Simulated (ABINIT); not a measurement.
Crystal: LiF (Griceite).

```
CELL_PARAMETERS angstrom
0.00000 2.01400 2.01400
2.01400 0.00000 2.01400
2.01400 2.01400 0.00000
ATOMIC_POSITIONS crystal
F 0.50000 0.50000 0.50000
Li 0.00000 0.00000 0.00000
```

Base run:

* Program: ABINIT 10.8.3 (patched build)
* Functional: r2SCAN
* Potentials or basis: SG15 NC PBE v1.2
* Cutoff: 1306 eV
* k mesh: 11 × 11 × 11
* Occupations: fermi-dirac, width 0.05 eV
* Spin: no spin polarisation

Its results: band gap on the k mesh 10.10 eV, direct; pressure -2.0 GPa.

Problem. The run is repeated on the same cell with these changes: potentials or basis from SG15 NC PBE v1.2 to JTH PAW PBE v2.0; cutoff from 1306 eV to 762 eV. What comes out?

Solution. Band gap on the k mesh 10.05 eV, direct; pressure -2.8 GPa.

Caveats: the potentials were made for another functional, which shifts forces and pressure (some runs); the PAW data sets were made with another functional, which shifts forces and pressure a little (some runs).
